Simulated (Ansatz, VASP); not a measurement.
B2As in VASP and in Ansatz

```
B As
1.0
     5.30648    0.00000    0.00000
     0.00000    5.30648    0.00000
     0.00000    0.00000    2.60213
B As
4 2
Cartesian
  0.5706 2.0826 0.0000
  2.0826 4.7358 0.0000
  4.7358 3.2239 0.0000
  3.2239 0.5706 0.0000
  0.0000 0.0000 0.0000
  2.6532 2.6532 0.0000
```

Alike in both runs: functional PBE; k mesh 8 × 8 × 14; occupations gaussian, width 0.1 eV; no spin polarisation.

Ansatz relaxed the structure, and its values are those at the end. VASP's run is a single point on that final structure, the one shown.

```csv
,VASP,Ansatz
version,VASP 6.6.1,Ansatz 0.2.0
potentials or method,"VASP PAW PBE potentials, release 64 (B, As)","scalar-relativistic, plane waves, PAW"
plane-wave cutoff (eV),520,420
valence electrons in the cell,22,42
```

Ansatz gave:

* gap on the k mesh at the Fermi level (eV): none
* pressure (GPa): 0.0
* rms of the force components (eV/Å): 0.001

Q: Estimate VASP's values.

A: gap on the k mesh at the Fermi level (eV): none; pressure (GPa): 0.4; rms of the force components (eV/Å): 0.008.

A gap of «none» marks a metal or a gap that the smearing closes. The two sets of potentials don't hold the same shells in valence.
